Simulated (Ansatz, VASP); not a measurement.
**One calculation of Ti, two programs**

INCAR

```
ALGO     = Normal         # electronic algorithm
EDIFF    = 1E-7           # SCF threshold, eV
ENCUT    = 520            # plane-wave cutoff, eV
GGA      = PS             # functional
ISIF     = 2              # what is computed and relaxed
ISMEAR   = 0              # smearing method
LASPH    = T              # aspherical terms in the spheres
LCHARG   = F              # write CHGCAR
LREAL    = F              # projectors in reciprocal space
LWAVE    = F              # write WAVECAR
NBANDS   = 12             # bands
NELM     = 100            # most SCF steps
PREC     = Accurate       # precision mode
SIGMA    = 0.15           # smearing width, eV
```

The input KPOINTS:

```
k-points
0
Gamma
  20 20 20
```

Contents of POSCAR:

```
Ti
1.0
   -1.6163850000      1.6163850000      1.6656150000
    1.6163850000     -1.6163850000      1.6656150000
    1.6163850000      1.6163850000     -1.6656150000
Ti
1
Direct
    0.0000000000      0.0000000000      0.0000000000
```

Input for Ansatz:

```yaml
crystal:
  lattice:
    - [-1.616385, 1.616385, 1.665615]
    - [1.616385, -1.616385, 1.665615]
    - [1.616385, 1.616385, -1.665615]
  atoms:
    - { symbol: Ti, position: [0.0, 0.0, 0.0] }
basis:
  ecutwfc: 420
kpoints:
  mp_grid: { grid: [20, 20, 20] }
hamiltonian:
  xc: pbesol
scf:
  occupations: { method: gaussian, width: 0.15 }
output:
  forces: true
  stress: true
  eigenvalues: true
```

Change from the starting cell: strain -0.015 along x and y, +0.015 along z, atoms carried along.

Alike in both runs: task single point; functional PBEsol; k mesh 20 × 20 × 20; occupations gaussian, width 0.15 eV; no spin polarisation.

|  | VASP | Ansatz |
| --- | --- | --- |
| version | VASP 6.6.1 | Ansatz 0.2.0 |
| potentials or method | VASP PAW PBE potentials, release 64 (Ti_sv) | scalar-relativistic, plane waves, PAW |
| plane-wave cutoff (eV) | 520 | 420 |
| valence electrons in the cell | 12 | 12 |

VASP gave:

| Item | Value |
| --- | --- |
| gap on the k mesh at the Fermi level (eV) | none |
| pressure (GPa) | -5.4 |
| largest component of the traceless stress (GPa) | 0.44 |

Problem. Estimate Ansatz's values.

Solution. gap on the k mesh at the Fermi level (eV): none; pressure (GPa): -5.2; largest component of the traceless stress (GPa): 0.44.

A gap of «none» marks a metal or a gap that the smearing closes.

Caveats: the PAW data sets were made with another functional, which shifts forces and pressure a little (VASP).
